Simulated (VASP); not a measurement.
# HgTe (strained zincblende): one PBE single-point calculation in two programs

```cif
data_structure
_symmetry_space_group_name_H-M 'P 1'
_symmetry_Int_Tables_number 1
_cell_length_a 4.6748
_cell_length_b 4.6748
_cell_length_c 4.6748
_cell_angle_alpha 60.000
_cell_angle_beta 60.000
_cell_angle_gamma 60.000
_cell_volume 72.24
loop_
_atom_site_label
_atom_site_type_symbol
_atom_site_fract_x
_atom_site_fract_y
_atom_site_fract_z
_atom_site_occupancy
Hg1 Hg 0.00000 0.00000 0.00000 1
Te1 Te 0.25000 0.25000 0.25000 1
```

Datasets and cutoffs are each program's own. VASP's cell holds 18 valence electrons and Ansatz's 36. Ansatz's stress includes a Pulay correction; VASP's doesn't.

Cutoffs: 520 eV in VASP, 420 eV in Ansatz. k meshes: 6×6×6 and 6×6×6.

```
                              VASP   Ansatz
gap between bands v and c  0.00 eV  0.00 eV
         least direct gap  0.00 eV  0.00 eV
                 pressure  0.7 GPa  0.7 GPa
```

Band v is the last that the valence electrons fill when counted band by band, and c is the next. Levels in eV from the top of v, Ansatz:

```csv
point,v−1,v,c,c+1
Γ,0.00,0.00,0.00,4.36
X,-1.99,-1.99,1.92,2.67
K,-2.57,-1.65,2.24,4.03
L,-0.86,-0.86,0.71,5.11
W,-2.32,-2.26,2.94,4.68
```

VASP:

```
point    v−1      v     c   c+1
    Γ   0.00   0.00  0.00  4.34
    X  -2.00  -2.00  1.91  2.66
    K  -2.57  -1.66  2.24  4.03
    L  -0.86  -0.86  0.70  5.09
    W  -2.32  -2.27  2.94  4.68
```
